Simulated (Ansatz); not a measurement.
# TaN (Fm-3m): modes against biaxial strain in the (111) plane, part 2 of 2

Aim: how do the optical modes of TaN (Fm-3m) shift and split under this strain?

Ansatz 0.2.0; DFT LDA, scalar-relativistic, plane waves, PAW; PAW set soft_1.

So far. Step 3 (Tight relaxation): The forces vanish by symmetry and the pressure is 0.000 GPa, within the tolerances set. The cell now holds 10.27 Å³/atom.

### 4. Modes at rest

Phonons follow from the second derivative of the energy, found here by linear response.

The modes at rest are the reference of the series.

Contents of input.yaml:

```yaml
crystal:
  lattice:
    - [0.0, 2.1738081265, 2.1738081265]
    - [2.1738081265, 0.0, 2.1738081265]
    - [2.1738081265, 2.1738081265, 0.0]
  atoms:
    - { symbol: "N", position: [0.0, 0.0, 0.0] }
    - { symbol: Ta, position: [0.5, 0.5, 0.5] }
kpoints:
  mp_grid: { grid: [16, 16, 16] }
hamiltonian:
  xc: lda
  pseudopotentials: { kind: paw, azcp: { folder: soft_1 }, xc_functional: pbe }
scf:
  occupations: { method: methfessel_paxton, width: 0.2 }
output:
  eigenvalues: true
phonons:
  method: dfpt
```

Started as:

```
> ansatz run input.yaml --threads 4 --pin off --max-ram 10240MiB --backend cpu --events-out ev --progress --plain --runs-dir out
```

Numbers of over 12 decimals in the logs are rounded to 6 here.

What it wrote:

```text
[...]
Crystal: 2 atoms, lattice volume = 20.544 Å³
Basis set: ecut = 420 eV, 411 PW (Γ), exchange–correlation on 48×48×48 points (8 copies of the dense FFT grid, shifted against one another)
Bands: 13, of which v1, the nominal top of the filled ones, is band 9 counted from 1 (8 counted from 0)
Symmetry: 48 space group operations
k-points: 349 of 4096 (irreducible under 8 space group operations, time reversal used)
[...]
SCF iter   1: F=—  HF=-10059.593158 eV  |F-HF|=—  |Δ(HF+E_count)|=         —  Δρ=5.12e-2  dr2=5.55e-1  ethr=3.10e-3  ⟨swp⟩=5.0  Hψ=48301  notcnv=0
[...]
SCF iter   8: F=-10059.468552 eV  HF=-10059.468552 eV  |F-HF|=0.00e0  |Δ(HF+E_count)|=  2.91e-11  S|Δr|=    0.00e0  Δρ=7.52e-8  dr2=2.12e-13  ethr=1.00e-12  ⟨swp⟩=9.3  Hψ=26839  notcnv=0
SCF 1 converged in 8 iterations: F = -10059.468552 eV  dr2 = 2.12e-13
[...]
DFPT response loops at Γ: preconditioner auto → Kerker (q_TF=auto, 2.669 Å⁻¹) (partly filled bands, converged f_vac=0.000); β = 1.00, the filter's whole step (`scf.mixing.beta` (0.50) is not read by the response loops under this deck's `scf.mixing.preconditioner`; to damp them name `kerker` or `kerker_dos`, under which they read `scf.mixing.beta`, and type it under 1.00, their step now; both keys bind the ground state too); Broyden in place of MSR1
SCF converged after 8 iterations
[...]
Free energy (F): -10059.468552 eV
[...]
Internal energy: -10059.466226 eV  (E = F + TS)
E sigma→0 (E₀):  -10059.467970 eV
Entropy (-TS):   -0.002327 eV (-1.163 meV/atom)
Fermi energy:    22.001754 eV
[...]
--- Band table (eV; the first three rows and the last of 349) ---
  k-point 0: bands = [... 5 lower, 18.1227, 18.1227, 18.1227, 19.7984, 19.7984, 19.7984, 22.0405, 22.0405, ... 4 higher]
  k-point 1: bands = [... 5 lower, 17.6031, 17.7606, 17.7606, 19.9639, 19.9639, 20.0438, 22.4553, 22.4553, ... 4 higher]
  k-point 2: bands = [... 5 lower, 16.5542, 17.0193, 17.0193, 20.3465, 20.3465, 20.4097, 23.4576, 23.4576, ... 4 higher]
  k-point 348: bands = [... 5 lower, 14.3578, 15.1589, 15.1589, 21.8150, 21.8150, 25.7762, 26.4177, 26.7478, ... 4 higher]
--- Phonons (Γ-DFPT): 2 representative perturbations + reference, on 349 of 4096 k-points (Σ response iterations 6) ---
  k mesh reduced under 8 symmetry operations, with k and −k counted as one. Each operation leaves every solved perturbation unchanged. A smaller set is not used because it would not reduce the number of displacements times k-points to solve
  ASR residual: 2.085e-5 → 0.000e0 eV/Å²; symmetrization residual: 6.852e-7 eV/Å²
  ASR residual per site (eV/Å²): 1.13e-5 2.08e-5
  Γ frequencies (cm⁻¹): 0.00 0.00 0.00 421.40 421.40 421.40
  non-analytic LO–TO correction: not included (Born effective charges unavailable; polar crystals: no LO–TO splitting at Γ)
```

Elapsed: 8.8 s, on 4 threads of Arm Neoverse V1, shared host; peak memory 0.57 GiB; 31 s of CPU time.

Reading the cycles: dr2 is the Hartree energy of the density residual (eV), the measure of convergence; HF is the Harris–Foulkes estimate of the energy, which meets the free energy F at convergence.

This step gave:

```yaml
sum_rule_residual_before_enforcement: 2.08e-5 eV/Å²
point_group: m-3m
highest_optical_mode_at_the_zone_centre_no_lo_to_term: 421.4 cm⁻¹
lowest_optical_zone_centre_mode: 421.4 cm⁻¹
```

Patterns of degenerate modes are one choice out of their space. Modes at Γ, with each element's share of the kinetic energy:

| mode | frequency (cm⁻¹) | symmetry | N % | Ta % |
| --- | --- | --- | --- | --- |
| 1 | 0.0 | acoustic | 7 | 93 |
| 2 | 0.0 | acoustic | 7 | 93 |
| 3 | 0.0 | acoustic | 7 | 93 |
| 4 | 421.4 | T1u | 93 | 7 |
| 5 | 421.4 | T1u | 93 | 7 |
| 6 | 421.4 | T1u | 93 | 7 |

Displacements in mode 6 (421.4 cm⁻¹), the largest set to 1:
```
N1   0.00 -0.12  1.00
Ta2  0.00  0.01 -0.08
```

Before it was imposed, the acoustic sum rule was missed by 2.1e-5 eV/Å². Small misses are needed for a sound result but don't prove that mesh and cutoff are converged. The lowest optical mode is real, 421 cm⁻¹.

### 5. Relaxation of a member: biaxial strain of +4 % in the (111) plane

The cell takes a biaxial strain of +4 % in the (111) plane. The strained lengths are held, while the rest of the cell and the atoms relax.

input.yaml, the sections that differ from step 4:

```yaml
crystal:
  lattice:
    - [-0.1143566007, 2.1464038509, 2.1464038509]
    - [2.1464038509, -0.1143566007, 2.1464038509]
    - [2.1464038509, 2.1464038509, -0.1143566007]
  atoms:
    - { symbol: "N", position: [0.0, 0.0, 0.0] }
    - { symbol: Ta, position: [0.5, 0.5, 0.5] }
  conventional_axes: [[-1, 1, 0], [0, -1, 1], [1, 1, 1]]
output:
  forces: true
  stress: true
  eigenvalues: true
relax:
  adjacent_minimum: "off"
  f_tol: 0.001
  max_steps: 60
  cell: { stress_tol: 0.01, fix: [a, b, gamma] }
# kpoints, hamiltonian, scf: as in step 4
# phonons: removed
```

What it wrote:

```text
[...]
Crystal: 2 atoms, lattice volume = 21.356 Å³
Basis set: ecut = 420 eV, 417 PW (Γ)
Bands: 13, of which v1, the nominal top of the filled ones, is band 9 counted from 1 (8 counted from 0)
Symmetry: 12 space group operations
[...]
k-points: 417 of 4096
[...]
k-point 416: bands = [... 5 lower, 11.0584, 13.2400, 13.2400, 23.6861, 23.8271, 23.8271, 25.0217, 29.3162, ... 4 higher]
--- Relaxed structure (5 steps of the walk, 5 accepted, 2 SCFs on fresh bases) ---
[...]
cell:  # Å, volume = 21.1303 Å³
    - [-0.129094, 2.131667, 2.131667]
    - [2.131667, -0.129094, 2.131667]
    - [2.131667, 2.131667, -0.129094]
  atoms:
    - { symbol: N, position: [0, 0, 0] }
    - { symbol: Ta, position: [0.5, 0.5, 0.500000] }
[key lines of the parts left out:]
SCF converged after 4 iterations
Free energy (F): -10059.400762 eV
Fermi energy:    21.259665 eV
P = ⅓ Tr σ = -9.7212 GPa (-97.212 kbar)
```

It took 15 s on 4 threads; peak memory 0.44 GiB.

Relaxation path:

| step | energy less that of the first step (eV) | largest force component (eV/Å) | pressure (GPa) | volume (Å³) |
| --- | --- | --- | --- | --- |
| 1 | 0.0000 | 0.0000 | -13.22 | 21.36 |
| 2 | -0.0029 | 0.0000 | -7.31 | 20.98 |
| 3 | -0.0042 | 0.0000 | -9.79 | 21.14 |
| 4 | -0.0042 | 0.0000 | -9.73 | 21.13 |
| 5* | -0.0037 | 0.0000 | -9.77 | 21.13 |
| 6 | -0.0037 | 0.0000 | -9.72 | 21.13 |
| 7* | -0.0037 | 0.0000 | -9.72 | 21.13 |

Relaxation steps marked * repeat the geometry before them on a plane-wave basis chosen anew for their cell, so energy and pressure can jump there.

Forces are held to the 12 operations that the run works with; a distortion that breaks them can't arise in this run.

| conventional cell, symmetrised | before | after | change |
| --- | --- | --- | --- |
| a (Å) | 3.197 | 3.197 | -0.0 % |
| b (Å) | 3.197 | 3.197 | -0.0 % |
| c (Å) | 7.237 | 7.161 | -1.1 % |
| volume (Å³/atom) | 10.68 | 10.57 | -1.1 % |

The relaxed structure:

```xyz
2
Lattice="-0.1291 2.1317 2.1317 2.1317 -0.1291 2.1317 2.1317 2.1317 -0.1291" Properties=species:S:1:pos:R:3 pbc="T T T"
N     0.0000    0.0000    0.0000
Ta    2.0671    2.0671    2.0671
```

This step gave:

```yaml
pressure: -9.721 GPa
volume_per_atom: 10.57 Å³
```

The forces vanish by symmetry.

### 6. Zone-centre modes of the member: biaxial strain of +4 % in the (111) plane

The zone-centre modes follow for biaxial strain of +4 % in the (111) plane.

input.yaml, the sections that differ from step 5:

```yaml
crystal:
  lattice:
    - [-0.1290936868, 2.1316667648, 2.1316667648]
    - [2.1316667648, -0.1290936868, 2.1316667648]
    - [2.1316667648, 2.1316667648, -0.1290936868]
  atoms:
    - { symbol: "N", position: [0.0, 0.0, 0.0] }
    - { symbol: Ta, position: [0.5, 0.5, 0.5] }
output:
  eigenvalues: true
phonons:
  method: dfpt
# kpoints, hamiltonian, scf: as in step 5
# relax: removed
```

What it wrote:

```text
[...]
Crystal: 2 atoms, lattice volume = 21.130 Å³
Basis set: ecut = 420 eV, 415 PW (Γ), exchange–correlation on 48×48×48 points (8 copies of the dense FFT grid, shifted against one another)
Bands: 13, of which v1, the nominal top of the filled ones, is band 9 counted from 1 (8 counted from 0)
Symmetry: 12 space group operations
k-points: 1098 of 4096 (irreducible under 2 space group operations, time reversal used)
[...]
SCF iter   1: F=—  HF=-10059.508995 eV  |F-HF|=—  |Δ(HF+E_count)|=         —  Δρ=4.81e-2  dr2=4.87e-1  ethr=3.10e-3  ⟨swp⟩=5.0  Hψ=152611  notcnv=0
[...]
SCF iter   8: F=-10059.400762 eV  HF=-10059.400762 eV  |F-HF|=0.00e0  |Δ(HF+E_count)|=  2.73e-11  S|Δr|=    0.00e0  Δρ=8.66e-8  dr2=1.08e-12  ethr=1.00e-12  ⟨swp⟩=9.2  Hψ=83025  notcnv=0
SCF 1 converged in 8 iterations: F = -10059.400762 eV  dr2 = 1.08e-12
[...]
SCF converged after 8 iterations
[...]
Free energy (F): -10059.400762 eV
[...]
Internal energy: -10059.400946 eV  (E = F + TS)
E sigma→0 (E₀):  -10059.400808 eV
Entropy (-TS):   0.000184 eV (0.092 meV/atom)
Fermi energy:    21.259665 eV
[...]
--- Band table (eV; the first three rows and the last of 1098) ---
  k-point 0: bands = [... 5 lower, 17.4356, 17.4356, 17.9011, 18.6713, 18.6713, 20.0194, 21.4801, 21.4801, ... 4 higher]
  k-point 1: bands = [... 5 lower, 16.9003, 17.0517, 17.5582, 18.8829, 19.0139, 20.1708, 21.8482, 21.8535, ... 4 higher]
  k-point 2: bands = [... 5 lower, 15.8655, 16.3132, 16.9113, 19.2769, 19.5101, 20.4962, 22.7481, 22.7678, ... 4 higher]
  k-point 1097: bands = [... 5 lower, 11.0584, 13.2400, 13.2400, 23.6861, 23.8271, 23.8271, 25.0217, 29.3162, ... 4 higher]
[...]
ASR residual: 7.142e-5 → 0.000e0 eV/Å²; symmetrization residual: 8.873e-7 eV/Å²
  ASR residual per site (eV/Å²): 2.15e-5 7.14e-5
  Γ frequencies (cm⁻¹): 0.00 0.00 0.00 384.45 405.82 405.82
[...]
```

The job ended after 25 s (4 threads; peak memory 1.2 GiB).

This step gave:

```yaml
sum_rule_residual_before_enforcement: 7.14e-5 eV/Å²
point_group: -3m
highest_optical_mode_at_the_zone_centre_no_lo_to_term: 405.8 cm⁻¹
lowest_optical_zone_centre_mode: 384.4 cm⁻¹
```

Patterns of degenerate modes are one choice out of their space. The modes at Γ (shares of kinetic energy by element, %):

| mode | frequency (cm⁻¹) | symmetry | N % | Ta % |
| --- | --- | --- | --- | --- |
| 1 | 0.0 | acoustic | 7 | 93 |
| 2 | 0.0 | acoustic | 7 | 93 |
| 3 | 0.0 | acoustic | 7 | 93 |
| 4 | 384.4 | A2u | 93 | 7 |
| 5 | 405.8 | Eu | 93 | 7 |
| 6 | 405.8 | Eu | 93 | 7 |

Displacements in mode 4 (384.4 cm⁻¹), the largest set to 1:
```
N1   1.00  1.00  1.00
Ta2 -0.08 -0.08 -0.08
```

Displacements in mode 5 (405.8 cm⁻¹), the largest set to 1:
```
N1   0.00 -1.00  1.00
Ta2  0.00  0.08 -0.08
```

The lowest optical mode is real, 384 cm⁻¹, and the highest lies at 405.8 cm⁻¹.

For the highest optical mode at the zone centre (no LO-TO term), step 4 gave 421 cm⁻¹; this run, with strain 4 %, gives 406 cm⁻¹ (-4 %).

### 7. A member of the series: biaxial strain of -4 % in the (111) plane

The cell takes a biaxial strain of -4 % in the (111) plane. The strained lengths are held, while the rest of the cell and the atoms relax.

input.yaml, the sections that differ from step 6:

```yaml
crystal:
  lattice:
    - [0.1244356944, 2.2112914958, 2.2112914958]
    - [2.2112914958, 0.1244356944, 2.2112914958]
    - [2.2112914958, 2.2112914958, 0.1244356944]
  atoms:
    - { symbol: "N", position: [0.0, 0.0, 0.0] }
    - { symbol: Ta, position: [0.5, 0.5, 0.5] }
  conventional_axes: [[-1, 1, 0], [0, -1, 1], [1, 1, 1]]
output:
  forces: true
  stress: true
  eigenvalues: true
relax:
  adjacent_minimum: "off"
  f_tol: 0.001
  max_steps: 60
  cell: { stress_tol: 0.01, fix: [a, b, gamma] }
# kpoints, hamiltonian, scf: as in step 6
# phonons: removed
```

What it wrote:

```text
[...]
Crystal: 2 atoms, lattice volume = 19.802 Å³
Basis set: ecut = 420 eV, 393 PW (Γ)
Bands: 13, of which v1, the nominal top of the filled ones, is band 9 counted from 1 (8 counted from 0)
Symmetry: 12 space group operations
[...]
k-points: 417 of 4096
[...]
k-point 416: bands = [... 5 lower, 11.6891, 15.2943, 15.2943, 24.0359, 24.0638, 24.0638, 27.0941, 29.9590, ... 4 higher]
--- Relaxed structure (5 steps of the walk, 5 accepted, 2 SCFs on fresh bases) ---
[...]
cell:  # Å, volume = 20.0937 Å³
    - [0.146752, 2.233607, 2.233607]
    - [2.233607, 0.146752, 2.233607]
    - [2.233607, 2.233607, 0.146752]
  atoms:
    - { symbol: N, position: [0, 0, 0] }
    - { symbol: Ta, position: [0.500000, 0.500000, 0.500000] }
[key lines of the parts left out:]
SCF converged after 4 iterations
Free energy (F): -10059.403196 eV
Fermi energy:    22.413012 eV
P = ⅓ Tr σ = 9.1461 GPa (91.461 kbar)
```

Run time: 14 s. Hardware: 4 threads; peak memory 0.43 GiB.

Step by step:

| step | energy less that of the first step (eV) | largest force component (eV/Å) | pressure (GPa) | volume (Å³) |
| --- | --- | --- | --- | --- |
| 1 | 0.0000 | 0.0000 | 15.26 | 19.80 |
| 2 | -0.0058 | 0.0000 | 8.85 | 20.11 |
| 3 | -0.0059 | 0.0000 | 9.16 | 20.09 |
| 4 | -0.0059 | 0.0000 | 9.18 | 20.09 |
| 5* | -0.0067 | 0.0000 | 9.24 | 20.09 |
| 6 | -0.0067 | 0.0000 | 9.15 | 20.09 |
| 7* | -0.0067 | 0.0000 | 9.15 | 20.09 |

Relaxation steps marked * repeat the geometry before them on a plane-wave basis chosen anew for their cell, so energy and pressure can jump there.

The run keeps the 12 symmetry operations that it works with, so distortions that break them were not tested.

| conventional cell, symmetrised | before | after | change |
| --- | --- | --- | --- |
| a (Å) | 2.951 | 2.951 | -0.0 % |
| b (Å) | 2.951 | 2.951 | -0.0 % |
| c (Å) | 7.876 | 7.992 | +1.5 % |
| volume (Å³/atom) | 9.90 | 10.05 | +1.5 % |

The relaxed structure:

```xyz
2
Lattice="0.1468 2.2336 2.2336 2.2336 0.1468 2.2336 2.2336 2.2336 0.1468" Properties=species:S:1:pos:R:3 pbc="T T T"
N     0.0000    0.0000    0.0000
Ta    2.3070    2.3070    2.3070
```

Numbers from this step:

* pressure: 9.146 GPa
* volume per atom: 10.05 Å³

The forces vanish by symmetry.

The cell grew by 1.5 % in volume.

### 8. Modes of this member: biaxial strain of -4 % in the (111) plane

The zone-centre modes follow for biaxial strain of -4 % in the (111) plane.

input.yaml, the sections that differ from step 7:

```yaml
crystal:
  lattice:
    - [0.1467515762, 2.2336073776, 2.2336073776]
    - [2.2336073776, 0.1467515762, 2.2336073776]
    - [2.2336073776, 2.2336073776, 0.1467515762]
  atoms:
    - { symbol: "N", position: [0.0, 0.0, 0.0] }
    - { symbol: Ta, position: [0.5, 0.5, 0.5] }
output:
  eigenvalues: true
phonons:
  method: dfpt
# kpoints, hamiltonian, scf: as in step 7
# relax: removed
```

What it wrote:

```text
[...]
Crystal: 2 atoms, lattice volume = 20.094 Å³
Basis set: ecut = 420 eV, 393 PW (Γ), exchange–correlation on 48×48×48 points (8 copies of the dense FFT grid, shifted against one another)
Bands: 13, of which v1, the nominal top of the filled ones, is band 9 counted from 1 (8 counted from 0)
Symmetry: 12 space group operations
k-points: 1098 of 4096 (irreducible under 2 space group operations, time reversal used)
[...]
k-point 2: bands = [... 5 lower, 17.0116, 17.2946, 17.8173, 19.7989, 21.0831, 21.2388, 24.2226, 24.2317, ... 4 higher]
  k-point 1097: bands = [... 5 lower, 11.6891, 15.2943, 15.2943, 24.0359, 24.0638, 24.0638, 27.0941, 29.9590, ... 4 higher]
[...]
ASR residual: 8.286e-5 → 0.000e0 eV/Å²; symmetrization residual: 5.854e-7 eV/Å²
  ASR residual per site (eV/Å²): 7.88e-5 8.29e-5
  Γ frequencies (cm⁻¹): 0.00 0.00 0.00 441.66 441.66 503.31
[...]
[key lines of the parts left out:]
SCF converged after 8 iterations
Free energy (F): -10059.403196 eV
Fermi energy:    22.413011 eV
```

Run time: 25 s. Hardware: 4 threads; peak memory 1.1 GiB.

Numbers from this step:

| Item | Value |
| --- | --- |
| sum-rule residual before enforcement | 8.29e-5 eV/Å² |
| highest optical mode at the zone centre (no LO-TO term) | 503.3 cm⁻¹ |
| lowest optical zone-centre mode | 441.7 cm⁻¹ |

Patterns of degenerate modes are one choice out of their space. The modes at Γ (shares of kinetic energy by element, %):

| mode | frequency (cm⁻¹) | symmetry | N % | Ta % |
| --- | --- | --- | --- | --- |
| 1 | 0.0 | acoustic | 7 | 93 |
| 2 | 0.0 | acoustic | 7 | 93 |
| 3 | 0.0 | acoustic | 7 | 93 |
| 4 | 441.7 | Eu | 93 | 7 |
| 5 | 441.7 | Eu | 93 | 7 |
| 6 | 503.3 | A2u | 93 | 7 |

The lowest optical mode is real, 442 cm⁻¹, and the highest lies at 503.3 cm⁻¹.

Between step 4 and this run (strain -4 %) the value for the highest optical mode at the zone centre (no LO-TO term) moves from 421 cm⁻¹ to 503 cm⁻¹ (+19 %).

### 9. The series together

The members are set side by side, also those not shown above.

Stress is positive in compression; energies are extrapolated to zero smearing, and E0 is that at rest; the edges not held and the atoms are relaxed in each cell; all runs use 16×16×16 k points and Methfessel-Paxton smearing of 0.2 eV. State of the crystal along the series:

| strain (%) | in-plane stress (GPa) | free strain along [111] (%) | E - E0 (meV/atom) |
| --- | --- | --- | --- |
| -4 | 13.72 | 6.126 | 32.38 |
| -3 | 9.675 | 4.587 | 17.22 |
| -2 | 6.154 | 3.032 | 6.993 |
| -1 | 2.636 | 1.559 | 1.411 |
| 0 | -4.76e-4 | 0 | 0 |
| 1 | -2.842 | -1.47 | 1.567 |
| 2 | -6.366 | -2.755 | 7.327 |
| 3 | -10.35 | -3.891 | 17.79 |
| 4 | -14.58 | -4.908 | 33.58 |

Optical modes are counted from below at rest and tracked from member to member by their patterns, and modes that stay within 0.3 cm⁻¹ of each other stand once; labels, where given, are those at rest; the edges not held and the atoms are relaxed in each cell; all runs use 16×16×16 k points and Methfessel-Paxton smearing of 0.2 eV. Optical modes along the series:

| strain (%) | optical mode 1 T1u, singlet (cm⁻¹) | optical mode 2 T1u, doublet (cm⁻¹) |
| --- | --- | --- |
| -4 | 503.3 | 441.7 |
| -3 | 484.6 | 438.5 |
| -2 | 464 | 432.4 |
| -1 | 442.3 | 423.6 |
| 0 | 421.4 | 421.4 |
| 1 | 407.4 | 421.3 |
| 2 | 400 | 419.1 |
| 3 | 392.8 | 414.5 |
| 4 | 384.4 | 405.8 |

Value and slope at zero strain of a cubic (a lower polynomial where under five rows exist) through the rows within 2 % of rest. Slopes at rest:

| mode | frequency (cm⁻¹) | shift per percent of strain (cm⁻¹) | shift per GPa of compressive stress (cm⁻¹) |
| --- | --- | --- | --- |
| optical mode 1 T1u, singlet | 422 | -17.92 | 6.87 |
| optical mode 2 T1u, doublet | 421.4 | -0.41 | 0.16 |

### 10. Summary of results

- members: 9
- highest optical mode at the zone centre (no LO-TO term), at rest: 421.4 cm⁻¹
- biaxial modulus in the (111) plane: 261 GPa
- optical mode 1 T1u, singlet, shift per percent: -17.92 cm⁻¹
- optical mode 2 T1u, doublet, shift per percent: -0.41 cm⁻¹

What this shows: The stress changes by 2.61 GPa for each percent, a biaxial modulus of 261 GPa in the (111) plane. For each percent the free edge responds with -1.54 %. The strain lowers the symmetry: the level at 421.4 cm⁻¹ splits, into 503.3 and 441.7 cm⁻¹ at -4 %. Within 2 % of rest optical mode 1 T1u, singlet and optical mode 2 T1u, doublet bend away from a straight line, so a single slope holds only near rest. These are harmonic frequencies at zero temperature: anharmonic shifts, linewidths and thermal expansion are left out. Spin-orbit coupling is left out, which can matter for the heavy elements here. With no gap, or one that is small against the smearing, the frequencies hang on the k mesh and the smearing, most of all near Kohn anomalies. The PAW files were made for PBE; the program adapts parts of them to the functional of the run, but their partial waves stay those of PBE, an approximation that was not tested in this session. Only the zone centre was solved, so an instability at another wavevector cannot show here.

[Logs are printed without paths, hosts, clocks, repeated set-up lines and the standing remarks that a program may print on its own settings, such as how far it seeks lower states.]

[Hosts, paths, dates, database ids (printed as entryN), source tags and the programs' standing remarks are cut or masked in the printed files.]
